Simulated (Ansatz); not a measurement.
## Nudged elastic band run: CH₄N₂O

input.yaml

```yaml
crystal:
  periodic: [false, false, false]
  atoms:
    - { symbol: H, position_ang: [-1.634368, -1.157432, 0.284464] }
    - { symbol: "N", position_ang: [-0.768591, -0.710176, 0.583244] }
    - { symbol: C, position_ang: [-0.274599, 0.162041, -0.392241] }
    - { symbol: "N", position_ang: [1.053566, 0.542302, -0.174835] }
    - { symbol: O, position_ang: [-0.942366, 0.555775, -1.347003] }
    - { symbol: H, position_ang: [-0.100427, -1.363914, 0.99316] }
    - { symbol: H, position_ang: [1.313444, 1.346733, -0.744196] }
    - { symbol: H, position_ang: [1.353441, 0.624669, 0.797307] }
basis:
  gaussian: { orbitals: "6-31G*" }
hamiltonian:
  xc: pbe
  dispersion: d4
neb:
  order_check: false
  images: 7
  f_tol: 0.05
  max_iterations: 60
  final_atoms:
    - { symbol: H, position_ang: [-1.87099429, -0.32315583, -0.86113702] }
    - { symbol: "N", position_ang: [-0.55745295, -1.04045013, 0.80224833] }
    - { symbol: C, position_ang: [-0.20758646, -0.13966356, -0.04788009] }
    - { symbol: "N", position_ang: [1.00551346, 0.51810723, -0.21495234] }
    - { symbol: O, position_ang: [-1.08727573, 0.24875852, -1.01819364] }
    - { symbol: H, position_ang: [0.20482385, -1.25450197, 1.45776586] }
    - { symbol: H, position_ang: [0.94652265, 1.38621963, -0.74767895] }
    - { symbol: H, position_ang: [1.56654946, 0.60468411, 0.62972785] }
  initial_path:
    images:
      - { positions_ang: [[-1.634368, -1.157432, 0.284464], [-0.768591, -0.710176, 0.583244], [-0.274599, 0.162041, -0.392241], [1.053566, 0.542302, -0.174835], [-0.942366, 0.555775, -1.347003], [-0.100427, -1.363914, 0.99316], [1.313444, 1.346733, -0.744196], [1.353441, 0.624669, 0.797307]] }
      - { positions_ang: [[-1.62722289, -1.03511226, 0.12150811], [-0.74308266, -0.76293987, 0.57907486], [-0.25349616, 0.12654961, -0.34157139], [1.04022141, 0.56808674, -0.17136214], [-0.98112029, 0.4823698, -1.28079522], [-0.11783144, -1.35315312, 1.08296966], [1.26719623, 1.37141972, -0.74684651], [1.41543581, 0.60277738, 0.75692262]] }
      - { positions_ang: [[-1.62007779, -0.91279251, -0.04144779], [-0.71757431, -0.81570374, 0.57490572], [-0.23239332, 0.09105822, -0.29090178], [1.02687682, 0.59387148, -0.16788928], [-1.01987459, 0.4089646, -1.21458743], [-0.13523589, -1.34239223, 1.17277933], [1.22094845, 1.39610644, -0.74949701], [1.47743062, 0.58088576, 0.71653823]] }
      - { positions_ang: [[-1.61293268, -0.79047277, -0.20440368], [-0.69206597, -0.86846761, 0.57073659], [-0.21129048, 0.05556683, -0.24023217], [1.01353223, 0.61965621, -0.16441641], [-1.05862888, 0.3355594, -1.14837965], [-0.15264033, -1.33163135, 1.26258899], [1.17470068, 1.42079315, -0.75214752], [1.53942543, 0.55899413, 0.67615385]] }
      - { positions_ang: [[-1.60578757, -0.66815303, -0.36735957], [-0.66655762, -0.92123148, 0.56656745], [-0.19018763, 0.02007544, -0.18956255], [1.00018764, 0.64544095, -0.16094355], [-1.09738318, 0.2621542, -1.08217186], [-0.17004477, -1.32087047, 1.35239865], [1.12845291, 1.44547987, -0.75479802], [1.60142023, 0.53710251, 0.63576947]] }
      - { positions_ang: [[-1.67208925, -0.58190373, -0.49080393], [-0.63928145, -0.95103614, 0.62548767], [-0.19453734, -0.01985931, -0.15414194], [1.0015191, 0.61360752, -0.17444575], [-1.09485632, 0.25880528, -1.06617731], [-0.07632762, -1.30427835, 1.37874045], [1.08297035, 1.43066481, -0.75301826], [1.59270254, 0.55399791, 0.63425906]] }
      - { positions_ang: [[-1.73839093, -0.49565443, -0.6142483], [-0.61200529, -0.9808408, 0.68440789], [-0.19888705, -0.05979406, -0.11872132], [1.00285055, 0.58177409, -0.18794795], [-1.09232945, 0.25545636, -1.05018275], [0.01738954, -1.28768622, 1.40508226], [1.03748778, 1.41584975, -0.75123849], [1.58398485, 0.57089331, 0.63274866]] }
      - { positions_ang: [[-1.80469261, -0.40940513, -0.73769266], [-0.58472912, -1.01064546, 0.74332811], [-0.20323675, -0.09972881, -0.08330071], [1.00418201, 0.54994066, -0.20145014], [-1.08980259, 0.25210744, -1.03418819], [0.11110669, -1.2710941, 1.43142406], [0.99200522, 1.40103469, -0.74945872], [1.57526716, 0.58778871, 0.63123826]] }
      - { positions_ang: [[-1.87099429, -0.32315583, -0.86113702], [-0.55745295, -1.04045013, 0.80224833], [-0.20758646, -0.13966356, -0.04788009], [1.00551346, 0.51810723, -0.21495234], [-1.08727573, 0.24875852, -1.01819364], [0.20482385, -1.25450197, 1.45776586], [0.94652265, 1.38621963, -0.74767895], [1.56654946, 0.60468411, 0.62972785]] }
```

Command:

```bash
$ ansatz run input.yaml --threads 1 --pin off --max-ram 2048MiB --backend cpu --events-out ev --progress --plain --runs-dir out
```

Output, in part (warnings, iteration lines, the closing report on the highest movable image, with atoms numbered from 0):

```
NEB end point (image 0): max|allowed force component| = 3.652e-3 eV/Å (the criterion of neb.relax_end_points is 1.000e-2)
NEB end point (image 8): max|allowed force component| = 1.309e-2 eV/Å (the criterion of neb.relax_end_points is 1.000e-2)
NEB iter   1: max|band force component| = 2.080e0 eV/Å  barrier→ = 1.9434 eV  barrier← = 1.1697 eV  Δτ_max = 0.1036 Å  (244 SCF iters)
NEB iter   2: max|band force component| = 1.203e0 eV/Å  barrier→ = 1.8671 eV  barrier← = 1.0934 eV  Δτ_max = 0.0662 Å  (217 SCF iters)
NEB iter   3: max|band force component| = 7.831e-1 eV/Å  barrier→ = 1.7795 eV  barrier← = 1.0058 eV  Δτ_max = 0.0304 Å  (218 SCF iters)
NEB iter   4: max|band force component| = 1.338e0 eV/Å  barrier→ = 1.7445 eV  barrier← = 0.9708 eV  CI = image 4  Δτ_max = 0.1174 Å  (219 SCF iters)
NEB iter   5: max|band force component| = 5.436e-1 eV/Å  barrier→ = 1.8834 eV  barrier← = 1.1097 eV  CI = image 4  Δτ_max = 0.0262 Å  (218 SCF iters)
NEB iter   6: max|band force component| = 1.981e-1 eV/Å  barrier→ = 1.8790 eV  barrier← = 1.1053 eV  CI = image 4  Δτ_max = 0.0384 Å  (223 SCF iters)
NEB iter   7: max|band force component| = 4.157e-1 eV/Å  barrier→ = 1.8759 eV  barrier← = 1.1022 eV  CI = image 4  Δτ_max = 0.0198 Å  (217 SCF iters)
NEB iter   8: max|band force component| = 1.979e-1 eV/Å  barrier→ = 1.8731 eV  barrier← = 1.0994 eV  CI = image 4  Δτ_max = 0.0300 Å  (219 SCF iters)
NEB iter   9: max|band force component| = 1.465e-1 eV/Å  barrier→ = 1.8722 eV  barrier← = 1.0985 eV  CI = image 4  Δτ_max = 0.0082 Å  (219 SCF iters)
NEB iter  10: max|band force component| = 4.624e-2 eV/Å  barrier→ = 1.8721 eV  barrier← = 1.0984 eV  CI = image 4  Δτ_max = 0.0000 Å  (563 SCF iters)
Total energy: -6120.97587783 eV, -224.9417145638 hartree
Atom 0 at    -1.612108    -0.651944    -0.344197 Å, force    -0.000810    -0.001929    -0.004688 eV/Å
Atom 1 at    -0.699631    -0.896299     0.622440 Å, force    -0.004208     0.000171     0.020051 eV/Å
Atom 2 at    -0.185385     0.015252    -0.193206 Å, force     0.000412     0.001800    -0.009043 eV/Å
Atom 3 at     1.054414     0.594827    -0.204446 Å, force    -0.001678     0.009055     0.006951 eV/Å
Atom 4 at    -1.086556     0.287408    -1.099696 Å, force     0.001678    -0.001605     0.001510 eV/Å
Atom 5 at    -0.160381    -1.417602     1.319167 Å, force     0.001193    -0.001499    -0.010160 eV/Å
Atom 6 at     1.129873     1.432859    -0.777225 Å, force     0.002964    -0.004168    -0.000779 eV/Å
Atom 7 at     1.559872     0.635496     0.677062 Å, force     0.000448    -0.001826    -0.003842 eV/Å
Dipole moment:     0.588232     0.164011     0.402328 e Å
```

The forces met the threshold. A vibrational analysis at the climbing image gives one clearly imaginary mode, 1733i cm⁻¹: a first-order saddle point. The orbitals stay closed-shell, which can raise the energy where a bond breaks towards radicals; this wasn't checked here.

Final band (atoms are numbered from 1 in the order of the input):

```json
{"image": "0", "path coordinate (Å)": "0.00", "energy (eV)": "0.00", "H1–N2 (Å)": "1.02", "H1–O5 (Å)": "2.46"}
{"image": "1", "path coordinate (Å)": "0.29", "energy (eV)": "0.07", "H1–N2 (Å)": "1.02", "H1–O5 (Å)": "2.30"}
{"image": "2", "path coordinate (Å)": "0.59", "energy (eV)": "0.44", "H1–N2 (Å)": "1.03", "H1–O5 (Å)": "1.99"}
{"image": "3", "path coordinate (Å)": "0.88", "energy (eV)": "1.27", "H1–N2 (Å)": "1.13", "H1–O5 (Å)": "1.64"}
{"image": "4", "path coordinate (Å)": "1.18", "energy (eV)": "1.87", "H1–N2 (Å)": "1.35", "H1–O5 (Å)": "1.32"}
{"image": "5", "path coordinate (Å)": "1.41", "energy (eV)": "1.53", "H1–N2 (Å)": "1.57", "H1–O5 (Å)": "1.11"}
{"image": "6", "path coordinate (Å)": "1.64", "energy (eV)": "1.09", "H1–N2 (Å)": "1.81", "H1–O5 (Å)": "1.01"}
{"image": "7", "path coordinate (Å)": "1.87", "energy (eV)": "0.85", "H1–N2 (Å)": "2.03", "H1–O5 (Å)": "0.99"}
{"image": "8", "path coordinate (Å)": "2.10", "energy (eV)": "0.77", "H1–N2 (Å)": "2.24", "H1–O5 (Å)": "0.98"}
```

Time of the run: 2.1 min on 1 thread of Arm Neoverse V1 (shared host), peak memory 0.12 GiB.
